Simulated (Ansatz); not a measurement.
# Ti (beta tin type): the cost of one run

Method: DFT PBE, with the methods named in each step, in Ansatz 0.2.0.

## 1. The system as given

Symmetry: I4_1/amd, No. 141, tetragonal system. Conventional cell: a = 4.994 Å, b = 4.994 Å, c = 2.804 Å, α = 90.00°, β = 90.00°, γ = 90.00°. Ti (site symmetry -4m2) is surrounded by 6 Ti at 2.59 to 2.80 Å.

As a file:

```cif
data_structure
_symmetry_space_group_name_H-M 'P 1'
_symmetry_Int_Tables_number 1
_cell_length_a 3.7994
_cell_length_b 3.7994
_cell_length_c 3.7994
_cell_angle_alpha 97.825
_cell_angle_beta 97.825
_cell_angle_gamma 136.695
_cell_volume 34.96
loop_
_atom_site_label
_atom_site_type_symbol
_atom_site_fract_x
_atom_site_fract_y
_atom_site_fract_z
_atom_site_occupancy
Ti1 Ti 0.62500 0.87500 0.75000 1
Ti2 Ti 0.37500 0.12500 0.25000 1
```

Whether this phase is the stable one at these pressures isn't tested.

Atoms are numbered in the order of the input: Ti1, Ti2.

## 2. The reference volume, LAPW

Input file input.yaml:

```yaml
crystal:
  lattice:
    - [-2.4969842691, 2.4969842691, 1.4018794898]
    - [2.4969842691, -2.4969842691, 1.4018794898]
    - [2.4969842691, 2.4969842691, -1.4018794898]
  atoms:
    - { symbol: Ti, position: [-0.375, -0.125, -0.25] }
    - { symbol: Ti, position: [0.375, 0.125, 0.25] }
kpoints:
  mp_grid: { grid: [15, 15, 15] }
  band_path:
    path:
      - [0.0, 0.0, 0.0]
      - [0.0, 0.0, 0.5]
      - [-0.5, 0.5, 0.5]
      - [0.0, 0.0, 0.0]
      - [0.3288006427, 0.3288006427, -0.3288006427]
      - [-0.3288006427, 0.6711993573, 0.3288006427]
      - [-0.5, 0.5, 0.5]
      - [0.0, 0.0, 0.5]
      - [0.25, 0.25, 0.25]
    npoints: 14
scf:
  occupations: { method: fermi_dirac, width: 0.1 }
hamiltonian:
  xc: pbe
  pseudopotentials: { kind: all_electron, lapw: { basis_error: 0.001 } }
output:
  forces: true
  stress: true
  eigenvalues: true
  populations: true
  dos: { projected: true, de: 0.2, e_range: [-14, 8] }
```

Started as:

```console
> ansatz run input.yaml --threads 1 --pin off --max-ram 2048MiB --backend cpu --events-out ev --progress --plain --runs-dir out
```

What time and memory should one allow on 1 thread of Arm Neoverse V2, shared host?

About 46 s, with a peak of 0.6 GiB.
